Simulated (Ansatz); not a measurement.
# AlN: from the listed structure to its properties

The task, for AlN: find the equilibrium cell and measure the bulk modulus from energies at several volumes.

Method: DFT r2SCAN, scalar-relativistic, plane waves, PAW, in Ansatz 0.2.0.

**1. The system as given**

Symmetry: Fm-3m, No. 225, cubic system. The conventional cell has a = 4.069 Å, b = 4.069 Å, c = 4.069 Å, α = 90.00°, β = 90.00°, γ = 90.00°. Al (site symmetry m-3m) is surrounded by 6 N at 2.03 Å. N (site symmetry m-3m) has 6 Al at 2.03 Å as nearest neighbours.

Coordinates:

```
CELL_PARAMETERS angstrom
0.00000 2.03452 2.03452
2.03452 0.00000 2.03452
2.03452 2.03452 0.00000
ATOMIC_POSITIONS crystal
Al 0.50000 0.50000 0.50000
N 0.00000 0.00000 0.00000
```

The structure comes from the Materials Project (structure only).

**2. Probe: one point at the start**

File input.yaml:

```yaml
crystal:
  lattice:
    - [0.0, 2.034518, 2.034518]
    - [2.034518, 0.0, 2.034518]
    - [2.034518, 2.034518, 0.0]
  atoms:
    - { symbol: Al, position: [0.5, 0.5, 0.5] }
    - { symbol: "N", position: [0.0, 0.0, 0.0] }
basis:
  ecutwfc: 500
kpoints:
  mp_grid: { grid: [8, 8, 8] }
hamiltonian:
  xc: r2scan
scf:
  occupations: { method: gaussian, width: 0.1 }
output:
  forces: true
  stress: true
  eigenvalues: true
```

Started as:

```bash
$ ansatz run input.yaml --threads 1 --pin off --max-ram 2560MiB --backend cpu --events-out ev --progress --plain --runs-dir out
```

Log, cut to the lines that bear on the results:

```text
[...]
SCF converged after 6 iterations
Free energy (F): -928.140825 eV
[...]
E sigma→0 (E₀):  -928.140825 eV
Fermi energy:    13.415020 eV
[...]
--- Forces (eV/Å), atoms counted from 1 ---
  atom   1  Al     0.00000000    -0.00000000    -0.00000000
  atom   2  N     -0.00000000     0.00000000    -0.00000000
[...]
--- Stress (GPa, compression-positive) ---
       -6.112577       0.000000       0.000000
        0.000000      -6.112577       0.000000
        0.000000      -0.000000      -6.112577
  P = ⅓ Tr σ = -6.1126 GPa (-61.126 kbar)
--- Band table (eV; the first three rows and the last of 29) ---
  k-point 0: bands = ["-7.4471", "10.7708", "10.7708", "10.7708", "16.9572", "23.6263", "23.6263", "23.6263"]
[...]
```

Wall time 2.8 s (1 thread of AMD EPYC (Zen 3), shared host); peak memory 0.33 GiB.

From the probe: pressure -6.1 GPa, largest force 0.00 eV/Å, gap on this mesh 5.29 eV. By this gap the next run takes a mesh of 10×10×10 and a smearing of 0.02 eV.

**3. The relaxation**

input.yaml, as its differences from that of step 2:

```diff
@@ -11,3 +11,3 @@
 kpoints:
-  mp_grid: { grid: [8, 8, 8] }
+  mp_grid: { grid: [10, 10, 10] }
 hamiltonian:
@@ -15,3 +15,3 @@
 scf:
-  occupations: { method: gaussian, width: 0.1 }
+  occupations: { method: gaussian, width: 0.02 }
 output:
@@ -20 +20,6 @@
   eigenvalues: true
+relax:
+  adjacent_minimum: "off"
+  f_tol: 0.005
+  max_steps: 80
+  cell: { stress_tol: 0.05 }
```

Started as:

```bash
$ ansatz run input.yaml --threads 1 --pin off --max-ram 2560MiB --backend cpu --events-out ev --progress --plain --runs-dir out
```

Log:

```text
Warning: RAYON_NUM_THREADS=1 ignored (pool sized by the plan → 1); use --threads N
Engine: ansatz 0.2.0, x86_64-unknown-linux-gnu
Pseudopotentials: kind: paw
Pseudopotential: Al, paw, valence charge 3, recommended cutoff 500 eV (meta_gga), Al.paw.azcp
Pseudopotential: N, paw, valence charge 5, recommended cutoff 500 eV (meta_gga), N.paw.azcp
Functional definition: r2SCAN
  parameter k0 = 0.174
  parameter k1 = 0.065
  parameter a1 = 4.9479
  exchange = r2scan_x(k0 = k0, k1 = k1, a1 = a1)
  correlation = r2scan_c
Crystal: 2 atoms, lattice volume = 16.843 Å³
Basis set: ecut = 500 eV, 411 PW (Γ), exchange–correlation on 96×96×96 points (64 copies of the dense FFT grid, shifted against one another)
Bands: 8, of which v1, the nominal top of the filled ones, is band 4 counted from 1 (3 counted from 0)
Symmetry: 48 space group operations
Space group: Fm-3m (ITA 225), of the structure as read, at distance tolerance 2.6e-5 Å
k-points: 47 of 1000
Non-local potential: Al, projectors of the file, l = 0: 2, l = 1: 2, l = 2: 1
Non-local potential: N, projectors of the file, l = 0: 2, l = 1: 2, l = 2: 1
PAW form: soft (Blöchl's): semilocal exchange-correlation on the pseudo side does not see the compensation charge
PAW frozen core: Al, regenerated for the run's functional (the file was generated under x = pbe(κ = 0.804, μ = 0.2195149727645171), c = pbe(β = 0.06672455060314922))
PAW frozen core: N, regenerated for the run's functional (the file was generated under x = pbe(κ = 0.804, μ = 0.2195149727645171), c = pbe(β = 0.06672455060314922))
PAW one-centre angular grid: Al, 302 points (default); XC on 160 Gauss nodes
PAW one-centre angular grid: N, 302 points (default); XC on 160 Gauss nodes
Initial density: superposition of atomic densities (neutral atoms: chi_scale 0, normalization atom), corrected by the library's trained network
Initial wavefunctions: pseudopotential atomic-orbital guess
Functional: x = r2scan, c = r2scan; τ floored in thin density (d = 2e-4 eV/Å³)
SCF iter   1: F=—  HF=-928.011477 eV  |F-HF|=—  |Δ(HF+E_count)|=         —  Δρ=7.63e-3  dr2=1.02e-2  dr2_τ=1.58e-1  ethr=1.77e-3  ⟨swp⟩=4.9  Hψ=2707  notcnv=0
preconditioner: auto → none  [insulator: Δε(μ)=5.264 eV  Ē_g=17.852 eV  σ=0.020 eV  W_gap=1.00  n_scr=0 (ndim 8)  ℏωp=25.6 eV  f_vac=0.000  D(μ)=0.00/eV (n_scr^D=0)  ε∞_Penn≈3.1]
SCF iter   2: F=—  HF=-928.140567 eV  |F-HF|=—  |Δ(HF+E_count)|=   1.29e-1  Δρ=5.41e-3  dr2=2.99e-3  dr2_τ=1.09e-4  ethr=1.27e-4  ⟨swp⟩=3.0  Hψ=1229  notcnv=0
SCF iter   3: F=—  HF=-928.141106 eV  |F-HF|=—  |Δ(HF+E_count)|=   5.39e-4  Δρ=8.31e-4  dr2=1.18e-4  dr2_τ=8.35e-6  ethr=3.73e-5  ⟨swp⟩=2.6  Hψ=739  notcnv=0
SCF iter   4: F=—  HF=-928.141118 eV  |F-HF|=—  |Δ(HF+E_count)|=   1.24e-5  Δρ=3.46e-4  dr2=2.26e-5  dr2_τ=2.04e-6  ethr=1.48e-6  ⟨swp⟩=2.0  Hψ=675  notcnv=0
SCF iter   5: F=—  HF=-928.141116 eV  |F-HF|=—  |Δ(HF+E_count)|=   2.28e-6  Δρ=9.38e-5  dr2=1.62e-6  dr2_τ=2.48e-8  ethr=2.83e-7  ⟨swp⟩=2.3  Hψ=549  notcnv=0
SCF iter   6: F=-928.141116 eV  HF=-928.141116 eV  |F-HF|=2.46e-8  |Δ(HF+E_count)|=   4.97e-9  Δρ=1.93e-5  dr2=6.93e-8  dr2_τ=8.14e-10  ethr=1.25e-9  ⟨swp⟩=2.6  Hψ=1467  notcnv=0
SCF 1 converged in 6 iterations: F = -928.141116 eV  dr2 = 6.93e-8
relax step   1: F+E_penalty+E_count = -928.14111599 eV  Δ(F+E_penalty+E_count) = +0.000e0 eV  max|allowed force component| = 3.418e-30 eV/Å  Δτ_max = 0.0000 Å  P = -6.112 GPa  Ω = 16.843 Å³  (6 SCF iters, dr2 threshold 1.00e-7 eV, accepted)
Crystal: 2 atoms, lattice volume = 16.651 Å³
Initial density: handed on by an earlier stage of this run
Initial wavefunctions: those handed on with the density
iter 1 solved again at ethr=1.02e-5 eV; its pass at ethr=3.10e-3 eV (dr2=8.12e-4 eV) is discarded
SCF iter   1: F=—  HF=-928.146438 eV  |F-HF|=—  |Δ(HF+E_count)|=         —  Δρ=2.16e-3  dr2=8.03e-4  dr2_τ=6.66e-4  ethr=1.02e-5  ⟨swp⟩=1.0  Hψ=3086  notcnv=0
preconditioner: auto → none  [insulator: Δε(μ)=5.430 eV  Ē_g=17.992 eV  σ=0.020 eV  W_gap=1.00  n_scr=0 (ndim 8)  ℏωp=25.7 eV  f_vac=0.000  D(μ)=0.00/eV (n_scr^D=0)  ε∞_Penn≈3.0]
SCF iter   2: F=—  HF=-928.146706 eV  |F-HF|=—  |Δ(HF+E_count)|=   2.68e-4  Δρ=5.78e-4  dr2=2.17e-5  dr2_τ=2.57e-5  ethr=1.00e-5  ⟨swp⟩=2.0  Hψ=737  notcnv=0
SCF iter   3: F=—  HF=-928.146714 eV  |F-HF|=—  |Δ(HF+E_count)|=   7.98e-6  Δρ=2.45e-4  dr2=5.75e-6  dr2_τ=4.20e-7  ethr=2.71e-7  ⟨swp⟩=2.0  Hψ=534  notcnv=0
SCF iter   4: F=—  HF=-928.146716 eV  |F-HF|=—  |Δ(HF+E_count)|=   2.33e-6  Δρ=9.76e-5  dr2=6.93e-7  dr2_τ=5.99e-8  ethr=7.19e-8  ⟨swp⟩=2.0  Hψ=564  notcnv=0
SCF iter   5: F=-928.146717 eV  HF=-928.146717 eV  |F-HF|=1.50e-8  |Δ(HF+E_count)|=   2.57e-7  Δρ=2.65e-5  dr2=5.22e-8  dr2_τ=4.98e-9  ethr=2.50e-9  ⟨swp⟩=5.1  Hψ=1930  notcnv=0
SCF 2 converged in 5 iterations: F = -928.146717 eV  dr2 = 5.22e-8
relax step   2: F+E_penalty+E_count = -928.14671669 eV  Δ(F+E_penalty+E_count) = -5.601e-3 eV  max|allowed force component| = 5.752e-31 eV/Å  Δτ_max = 0.0000 Å  P = -3.159 GPa  Ω = 16.651 Å³  energy of the carried Pulay correction = +3.195e-5 eV  (5 SCF iters, dr2 threshold 2.00e-7 eV, accepted)
Crystal: 2 atoms, lattice volume = 16.451 Å³
iter 1 solved again at ethr=1.12e-5 eV; its pass at ethr=3.10e-3 eV (dr2=8.98e-4 eV) is discarded
SCF iter   1: F=—  HF=-928.148364 eV  |F-HF|=—  |Δ(HF+E_count)|=         —  Δρ=2.29e-3  dr2=8.88e-4  dr2_τ=7.51e-4  ethr=1.12e-5  ⟨swp⟩=1.0  Hψ=3093  notcnv=0
preconditioner: auto → none  [insulator: Δε(μ)=5.554 eV  Ē_g=18.148 eV  σ=0.020 eV  W_gap=1.00  n_scr=0 (ndim 8)  ℏωp=25.9 eV  f_vac=0.000  D(μ)=0.00/eV (n_scr^D=0)  ε∞_Penn≈3.0]
SCF iter   2: F=—  HF=-928.148666 eV  |F-HF|=—  |Δ(HF+E_count)|=   3.02e-4  Δρ=6.08e-4  dr2=2.35e-5  dr2_τ=2.80e-5  ethr=1.11e-5  ⟨swp⟩=2.0  Hψ=739  notcnv=0
SCF iter   3: F=—  HF=-928.148677 eV  |F-HF|=—  |Δ(HF+E_count)|=   1.11e-5  Δρ=2.60e-4  dr2=6.32e-6  dr2_τ=4.85e-7  ethr=2.94e-7  ⟨swp⟩=2.0  Hψ=527  notcnv=0
SCF iter   4: F=—  HF=-928.148679 eV  |F-HF|=—  |Δ(HF+E_count)|=   2.62e-6  Δρ=7.12e-5  dr2=3.36e-7  dr2_τ=4.26e-8  ethr=7.90e-8  ⟨swp⟩=2.2  Hψ=574  notcnv=0
SCF iter   5: F=-928.148680 eV  HF=-928.148680 eV  |F-HF|=8.67e-9  |Δ(HF+E_count)|=   1.05e-7  Δρ=1.51e-5  dr2=2.10e-8  dr2_τ=1.51e-9  ethr=2.50e-9  ⟨swp⟩=5.0  Hψ=1833  notcnv=0
SCF 3 converged in 5 iterations: F = -928.148680 eV  dr2 = 2.10e-8
relax step   3: F+E_penalty+E_count = -928.14867954 eV  Δ(F+E_penalty+E_count) = -1.963e-3 eV  max|allowed force component| = 4.602e-31 eV/Å  Δτ_max = 0.0000 Å  P = +0.109 GPa  Ω = 16.451 Å³  energy of the carried Pulay correction = +6.571e-5 eV  (5 SCF iters, dr2 threshold 2.00e-7 eV, accepted)
Crystal: 2 atoms, lattice volume = 16.457 Å³
iter 1 solved again at ethr=1.60e-8 eV; its pass at ethr=3.10e-3 eV (dr2=1.28e-6 eV) is discarded
SCF iter   1: F=—  HF=-928.148680 eV  |F-HF|=—  |Δ(HF+E_count)|=         —  Δρ=8.91e-5  dr2=1.26e-6  dr2_τ=8.91e-7  ethr=1.60e-8  ⟨swp⟩=1.0  Hψ=2938  notcnv=0
preconditioner: auto → none  [insulator: Δε(μ)=5.521 eV  Ē_g=18.131 eV  σ=0.020 eV  W_gap=1.00  n_scr=0 (ndim 8)  ℏωp=25.9 eV  f_vac=0.000  D(μ)=0.00/eV (n_scr^D=0)  ε∞_Penn≈3.0]
SCF iter   2: F=—  HF=-928.148681 eV  |F-HF|=—  |Δ(HF+E_count)|=   2.22e-7  Δρ=1.80e-5  dr2=2.10e-8  dr2_τ=4.07e-8  ethr=3.73e-10  ⟨swp⟩=3.1  Hψ=1517  notcnv=0
SCF iter   3: F=-928.148681 eV  HF=-928.148681 eV  |F-HF|=1.03e-9  |Δ(HF+E_count)|=   8.30e-9  Δρ=7.20e-6  dr2=4.94e-9  dr2_τ=3.01e-10  ethr=2.62e-10  ⟨swp⟩=4.0  Hψ=1053  notcnv=0
SCF 4 converged in 3 iterations: F = -928.148681 eV  dr2 = 4.94e-9
relax step   4: F+E_penalty+E_count = -928.14868060 eV  Δ(F+E_penalty+E_count) = -1.062e-6 eV  max|allowed force component| = 5.423e-31 eV/Å  Δτ_max = 0.0000 Å  P = -0.003 GPa  Ω = 16.457 Å³  energy of the carried Pulay correction = +6.458e-5 eV  (3 SCF iters, dr2 threshold 2.98e-8 eV, accepted)
Initial wavefunctions: pseudopotential atomic-orbital guess (no wavefunctions were taken with the density)
iter 1 solved again at ethr=9.66e-9 eV; its pass at ethr=3.10e-3 eV (dr2=7.73e-7 eV) is discarded
SCF iter   1: F=—  HF=-928.148615 eV  |F-HF|=—  |Δ(HF+E_count)|=         —  Δρ=3.35e-5  dr2=2.18e-8  dr2_τ=4.15e-8  ethr=9.66e-9  ⟨swp⟩=3.1  Hψ=3913  notcnv=0
preconditioner: auto → none  [insulator: Δε(μ)=5.522 eV  Ē_g=18.131 eV  σ=0.020 eV  W_gap=1.00  n_scr=0 (ndim 8)  ℏωp=25.9 eV  f_vac=0.000  D(μ)=0.00/eV (n_scr^D=0)  ε∞_Penn≈3.0]
SCF iter   2: F=—  HF=-928.148615 eV  |F-HF|=—  |Δ(HF+E_count)|=   4.14e-8  Δρ=1.64e-5  dr2=4.82e-9  dr2_τ=4.62e-9  ethr=2.73e-10  ⟨swp⟩=2.0  Hψ=564  notcnv=0
SCF iter   3: F=—  HF=-928.148615 eV  |F-HF|=—  |Δ(HF+E_count)|=   1.47e-8  Δρ=9.13e-7  dr2=5.56e-11  dr2_τ=2.22e-11  ethr=6.02e-11  ⟨swp⟩=2.0  Hψ=564  notcnv=0
SCF iter   4: F=-928.148615 eV  HF=-928.148615 eV  |F-HF|=3.07e-12  |Δ(HF+E_count)|=  6.64e-11  Δρ=2.93e-7  dr2=8.53e-12  dr2_τ=2.21e-12  ethr=1.00e-12  ⟨swp⟩=5.3  Hψ=1463  notcnv=0
SCF 5 converged in 4 iterations: F = -928.148615 eV  dr2 = 8.53e-12
relax step   5: F+E_penalty+E_count = -928.14861516 eV  Δ(F+E_penalty+E_count) = +6.544e-5 eV  max|allowed force component| = 4.684e-31 eV/Å  Δτ_max = 0.0000 Å  P = -0.000 GPa  Ω = 16.457 Å³  stress off target by 4.70e-4 GPa  SCF on the basis re-selected at this cell (its energy is not comparable with the rows above)  (4 SCF iters)
basis re-selected at this cell: Δ(F+E_penalty+E_count) = +6.544e-5 eV, ΔP = +0.003 GPa vs the last step (what re-selecting the basis moved, of the pressure what is left beyond the Pulay correction that the steps carried, after the strain that the cell walked since its last selection, with what the two solves' SCF thresholds leave and, on support functions, any second-order correction that the steps lacked; it is no measure of the basis error at this ecutwfc). This SCF's stress stands 4.70e-4 GPa from its target on what of the cell is left free (relax.cell.stress_tol is 5.00e-2 GPa) and its largest allowed force component is 4.68e-31 eV/Å (relax.f_tol is 5.00e-3 eV/Å): within both
SCF converged after 4 iterations
Free energy (F): -928.148615 eV
Harris-Foulkes:  -928.148615 eV  (|F-HF|=3.07e-12)
Internal energy: -928.148615 eV  (E = F + TS)
E sigma→0 (E₀):  -928.148615 eV
Fermi energy:    13.857254 eV
--- Per-component energies (eV) ---
  E_band       = 35.442775
  E_kinetic    = 164.346021
  E_local      = -169.595939  (includes V_loc(G=0)·N_el)
  E_nonlocal   = 53.057929
  E_hartree    = 62.830488
  E_xc         = -100.278959
  E_vxc        = -121.240617  (∫ρ·V_xc dr)
  E_paw        = -602.160072  (= ΣΔE_a)
  E_vpaw       = -23.244498  (= ΣTr[D̂ρ^β])
  E_aug_tail   = 0.000018  (compensation charges beyond the density's cutoff)
  E_vtau       = 6.458925  (kinetic-family band-sum trace: ∫τ·v_τ [+ j·A + Jᵃ·Aᵃ] dr)
  E_ewald      = -336.258428
  E_core_change = -0.089673  (= ΣΔE_core)
  E_smearing   = -0.000000  (= −TS)
  E_closure    = 0.000000  (closes the sum)
  Σ components = -928.148615   (vs F -928.148615, Δ=0.00e0)
--- Forces (eV/Å), atoms counted from 1 ---
  atom   1  Al     0.00000000    -0.00000000     0.00000000
  atom   2  N     -0.00000000     0.00000000     0.00000000
  max |Σ_I F_I| component: 5.92e-31 eV/Å
--- Stress (GPa, compression-positive) ---
       -0.000470      -0.000000      -0.000000
       -0.000000      -0.000470       0.000000
       -0.000000       0.000000      -0.000470
  P = ⅓ Tr σ = -0.0005 GPa (-0.005 kbar)
--- Band table (eV; the first three rows and the last of 47) ---
  k-point 0: bands = ["-7.3322", "11.0963", "11.0963", "11.0963", "17.6262", "24.0307", "24.0307", "24.0307"]
  k-point 1: bands = ["-7.1234", "10.0640", "10.9658", "10.9658", "18.2611", "23.2123", "24.3557", "24.3557"]
  k-point 2: bands = ["-6.5178", "7.8621", "10.6487", "10.6487", "18.9031", "22.8434", "24.6317", "24.6317"]
  k-point 46: bands = ["-2.9773", "4.6563", "5.9564", "7.2315", "19.6631", "21.2546", "24.1721", "25.0826"]
--- Relaxed structure (4 steps of the walk, 4 accepted, 1 SCFs on fresh bases) ---
  F+E_penalty+E_count = -928.14861516 eV   max|allowed force component| = 4.684e-31 eV/Å   (the final SCF, on the basis selected at the relaxed cell)
  cell:  # Å, volume = 16.4571 Å³
    - [-8.916901057567284e-34, 2.018868522857276, 2.018868522857276]
    - [2.018868522857276, -4.9679877320732e-34, 2.018868522857276]
    - [2.018868522857276, 2.018868522857276, -2.038148813158236e-34]
  atoms:
    - { symbol: Al, position: [0.5, 0.5, 0.5] }
    - { symbol: N, position: [1.2030053167345211e-34, -1.380497904449453e-34, -7.494131481296967e-35] }
```

It took 16 s on 1 thread of AMD EPYC (Zen 3), shared host; peak memory 0.36 GiB.

Step by step:

```csv
step,E - E(step 1) (eV/cell),largest force component (eV/Å),pressure (GPa),volume (Å³)
1,0.0000,0.0000,-6.11,16.84
2,-0.0056,0.0000,-3.16,16.65
3,-0.0076,0.0000,0.11,16.45
4,-0.0076,0.0000,0.00,16.46
5,-0.0075,0.0000,0.00,16.46
```

Step 1 is the start. Step 5 repeats the geometry before it on a plane-wave basis chosen anew for that cell, so its energy need not be comparable with the rows above.

Lengths and angles in the start's conventional setting:

|  | before | after | change |
| --- | --- | --- | --- |
| a (Å) | 4.069 | 4.038 | -0.8 % |
| b (Å) | 4.069 | 4.038 | -0.8 % |
| c (Å) | 4.069 | 4.038 | -0.8 % |
| volume (Å³/atom) | 8.42 | 8.23 | -2.3 % |
| shortest distance (Å) | 2.035 | 2.019 | -0.8 % |
| space group (0.01 Å) | Fm-3m | Fm-3m | same |

Forces and stress were held to the start's 48 operations: a distortion of lower symmetry was not tested.

**4. Point at V/V0 = 0.97**

File input.yaml:

```yaml
crystal:
  lattice:
    - [0.0, 1.9984745172, 1.9984745172]
    - [1.9984745172, 0.0, 1.9984745172]
    - [1.9984745172, 1.9984745172, 0.0]
  atoms:
    - { symbol: Al, position: [0.5, 0.5, 0.5] }
    - { symbol: "N", position: [0.0, 0.0, 0.0] }
basis:
  ecutwfc: 500
kpoints:
  mp_grid: { grid: [10, 10, 10] }
hamiltonian:
  xc: r2scan
scf:
  occupations: { method: gaussian, width: 0.02 }
output:
  forces: true
  stress: true
  eigenvalues: true
```

Started as:

```bash
$ ansatz run input.yaml --threads 1 --pin off --max-ram 2560MiB --backend cpu --events-out ev --progress --plain --runs-dir out
```

Log, cut to the lines that bear on the results:

```text
Warning: RAYON_NUM_THREADS=1 ignored (pool sized by the plan → 1); use --threads N
[...]
Pseudopotentials: kind: paw
Pseudopotential: Al, paw, valence charge 3, recommended cutoff 500 eV (meta_gga), Al.paw.azcp
Pseudopotential: N, paw, valence charge 5, recommended cutoff 500 eV (meta_gga), N.paw.azcp
Functional definition: r2SCAN
[...]
Crystal: 2 atoms, lattice volume = 15.963 Å³
Basis set: ecut = 500 eV, 411 PW (Γ), exchange–correlation on 96×96×96 points (64 copies of the dense FFT grid, shifted against one another)
Bands: 8, of which v1, the nominal top of the filled ones, is band 4 counted from 1 (3 counted from 0)
Symmetry: 48 space group operations
Space group: Fm-3m (ITA 225), of the structure as read, at distance tolerance 2.5e-5 Å
k-points: 47 of 1000
[...]
SCF iter   1: F=—  HF=-927.996245 eV  |F-HF|=—  |Δ(HF+E_count)|=         —  Δρ=7.19e-3  dr2=7.95e-3  dr2_τ=1.82e-1  ethr=1.77e-3  ⟨swp⟩=5.0  Hψ=2723  notcnv=0
[...]
SCF iter   7: F=-928.135207 eV  HF=-928.135207 eV  |F-HF|=3.20e-10  |Δ(HF+E_count)|=   1.67e-8  Δρ=2.27e-6  dr2=7.63e-10  dr2_τ=1.38e-11  ethr=1.25e-9  ⟨swp⟩=4.7  Hψ=1556  notcnv=0
[...]
SCF converged after 7 iterations
Free energy (F): -928.135207 eV
[...]
E sigma→0 (E₀):  -928.135207 eV
Fermi energy:    14.452510 eV
[...]
--- Forces (eV/Å), atoms counted from 1 ---
  atom   1  Al     0.00000000    -0.00000000    -0.00000000
  atom   2  N     -0.00000000     0.00000000    -0.00000000
[...]
--- Stress (GPa, compression-positive) ---
        8.924625      -0.000000       0.000000
       -0.000000       8.924625       0.000000
        0.000000       0.000000       8.924625
  P = ⅓ Tr σ = 8.9246 GPa (89.246 kbar)
--- Band table (eV; the first three rows and the last of 47) ---
  k-point 0: bands = ["-7.1769", "11.5347", "11.5347", "11.5347", "18.5283", "24.5718", "24.5718", "24.5718"]
[...]
```

It took 3.9 s on 1 thread of AMD EPYC (Zen 3), shared host; peak memory 0.34 GiB.

**5. Point at V/V0 = 1.03**

input.yaml, as its differences from that of step 4:

```diff
@@ -2,5 +2,5 @@
   lattice:
-    - [0.0, 1.9984745172, 1.9984745172]
-    - [1.9984745172, 0.0, 1.9984745172]
-    - [1.9984745172, 1.9984745172, 0.0]
+    - [0.0, 2.0388586202, 2.0388586202]
+    - [2.0388586202, 0.0, 2.0388586202]
+    - [2.0388586202, 2.0388586202, 0.0]
   atoms:
```

Started as:

```bash
$ ansatz run input.yaml --threads 1 --pin off --max-ram 2560MiB --backend cpu --events-out ev --progress --plain --runs-dir out
```

Log, cut to the lines that bear on the results:

```text
[...]
SCF converged after 6 iterations
Free energy (F): -928.136455 eV
[...]
E sigma→0 (E₀):  -928.136455 eV
Fermi energy:    13.294310 eV
[...]
--- Forces (eV/Å), atoms counted from 1 ---
  atom   1  Al     0.00000000    -0.00000000     0.00000000
  atom   2  N     -0.00000000     0.00000000     0.00000000
[...]
--- Stress (GPa, compression-positive) ---
       -7.701055       0.000000       0.000000
       -0.000000      -7.701055       0.000000
        0.000000       0.000000      -7.701055
  P = ⅓ Tr σ = -7.7011 GPa (-77.011 kbar)
--- Band table (eV; the first three rows and the last of 47) ---
  k-point 0: bands = ["-7.4787", "10.6817", "10.6817", "10.6817", "16.7747", "23.5156", "23.5156", "23.5156"]
[...]
```

Wall time 3.6 s (1 thread of AMD EPYC (Zen 3), shared host); peak memory 0.34 GiB.

**6. The cell scaled to 0.94 of its volume**

input.yaml, as its differences from that of step 5:

```diff
@@ -2,5 +2,5 @@
   lattice:
-    - [0.0, 2.0388586202, 2.0388586202]
-    - [2.0388586202, 0.0, 2.0388586202]
-    - [2.0388586202, 2.0388586202, 0.0]
+    - [0.0, 1.9776555603, 1.9776555603]
+    - [1.9776555603, 0.0, 1.9776555603]
+    - [1.9776555603, 1.9776555603, 0.0]
   atoms:
```

Started as:

```bash
$ ansatz run input.yaml --threads 1 --pin off --max-ram 2560MiB --backend cpu --events-out ev --progress --plain --runs-dir out
```

Log, cut to the lines that bear on the results:

```text
[...]
SCF converged after 6 iterations
Free energy (F): -928.092151 eV
[...]
E sigma→0 (E₀):  -928.092151 eV
Fermi energy:    14.949366 eV
[...]
--- Forces (eV/Å), atoms counted from 1 ---
  atom   1  Al     0.00000000    -0.00000000    -0.00000000
  atom   2  N     -0.00000000     0.00000000    -0.00000000
[...]
--- Stress (GPa, compression-positive) ---
       19.272710      -0.000000       0.000000
        0.000000      19.272710       0.000000
        0.000000       0.000000      19.272710
  P = ⅓ Tr σ = 19.2727 GPa (192.727 kbar)
--- Band table (eV; the first three rows and the last of 47) ---
  k-point 0: bands = ["-7.0116", "11.9991", "11.9991", "11.9991", "19.4854", "25.1409", "25.1409", "25.1409"]
[...]
```

It took 3.7 s on 1 thread of AMD EPYC (Zen 3), shared host; peak memory 0.34 GiB.

(Part 1 of 2 ends here.)
